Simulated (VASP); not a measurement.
A calculation with VASP 6.6.1 of CdS (Hawleyite) (native input, structure from a POSCAR):

Contents of INCAR:

```
PREC = Accurate
ENCUT = 550
EDIFF = 1E-7
ISMEAR = 0
SIGMA = 0.02
LREAL = F
LASPH = T
NELM = 80
ALGO = Normal
ISIF = 2
LWAVE = F
LCHARG = F
GGA = PE
NBANDS = 16
```

KPOINTS

```
Automatic mesh
0
Gamma
  8 8 8
```

POSCAR

```
CdS
1.0
    0.0000000000      2.9165000000      2.9165000000
    2.9165000000      0.0000000000      2.9165000000
    2.9165000000      2.9165000000      0.0000000000
Cd S
1 1
Cartesian
    0.0000000000      0.0000000000      0.0000000000
    4.3747500000      4.3747500000      4.3747500000
```

Potentials or basis: VASP PAW PBE potentials, release 64 (Cd_GW, S_GW).

Launch:

```bash
$ cat potpaw_PBE.64/Cd_GW/POTCAR potpaw_PBE.64/S_GW/POTCAR > POTCAR
$ mpirun -np 1 vasp_std > vasp.out
```

Task: Write the same calculation in another form: ASE script, structure typed inline.

Result: As run:

Contents of run.py:

```python
from ase import Atoms
from ase.calculators.vasp import Vasp
from ase.dft.bandgap import bandgap

atoms = Atoms(
    ['Cd', 'S'],
    cell=[[0.0, 2.9165, 2.9165], [2.9165, 0.0, 2.9165], [2.9165, 2.9165, 0.0]],
    scaled_positions=[[0.0, 0.0, 0.0], [0.75, 0.75, 0.75]],
    pbc=True,
)
calc = Vasp(
    directory='calc',
    xc='pbe',
    pp='PBE',
    setups={'base': 'minimal', 'Cd': '_GW', 'S': '_GW'},
    prec='Accurate',
    encut=550,
    ediff=1e-07,
    ismear=0,
    sigma=0.02,
    lreal=False,
    lasph=True,
    nelm=100,
    algo='Normal',
    isif=2,
    lwave=False,
    lcharg=False,
    kpts=[8, 8, 8],
    gamma=True,
)
atoms.calc = calc

print('energy (eV):', atoms.get_potential_energy())
print('free energy (eV):', atoms.get_potential_energy(force_consistent=True))
print('forces (eV/A):')
print(atoms.get_forces())
print('stress (eV/A^3, Voigt):', atoms.get_stress())
print('Fermi level (eV):', calc.get_fermi_level())
gap, top, bottom = bandgap(calc)
print('band gap (eV):', gap, 'from (spin, k, band)', top, 'to', bottom)
```

Potentials or basis: VASP PAW PBE potentials, release 64 (Cd_GW, S_GW).

Command:

```console
$ python run.py
```

Both were run:

|  | native input, structure from a POSCAR | ASE script, structure typed inline |
| --- | --- | --- |
| Pressure | 2.8 GPa | 2.8 GPa |
| Band gap on the k mesh | 1.14 eV, direct | 1.14 eV, direct |

Keys that steer only the numerical path or the files written may differ.
